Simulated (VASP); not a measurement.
# In under changes of volume

One of the cells (25.101 Å³/atom); the others are scaled copies at fixed shape and fractional positions:

```
In
1.0
     3.17444    0.00000    0.00000
    -1.58722    2.74915    0.00000
     0.00000    0.00000    5.75251
In
2
Direct
  0.66667 0.33333 0.75000
  0.33333 0.66667 0.25000
```

This isn't the form of In at room conditions, which is tetragonal.

```yaml
Program: VASP 6.6.1
Functional: LDA
Potentials_or_basis: VASP PAW LDA potentials, release 64 (In_d)
Cutoff: 520 eV
k_mesh: 8 × 8 × 4
Occupations: fermi-dirac, width 0.05 eV
Spin: no spin polarisation
```

| volume (Å³/atom) | energy over the lowest point (meV/atom) | pressure (GPa) |
| --- | --- | --- |
| 24.097 | 6.80 | 2.1 |
| 24.599 | 1.75 | 0.9 |
| 25.101 | 0.00 | -0.1 |
| 25.603 | ? | ? |
| 26.105 | 5.21 | -1.7 |

Question: What does the run at 25.603 Å³/atom give?

Answer: Energy over the lowest point 1.26 meV/atom; pressure -1.0 GPa.

Worked out: A Birch-Murnaghan fit of order 2 (a polynomial in V^(-2/3)) to the other rows has its minimum at 25.13 Å³/atom with B0 = V·E''(V) = 47 GPa at fixed shape and positions, which overstates the stiffness. It gives 1.25 meV/atom at 25.603 Å³/atom, against the run's 1.26, and -dE/dV = -0.8 GPa, against -1.0.

Energies are extrapolated to zero smearing.
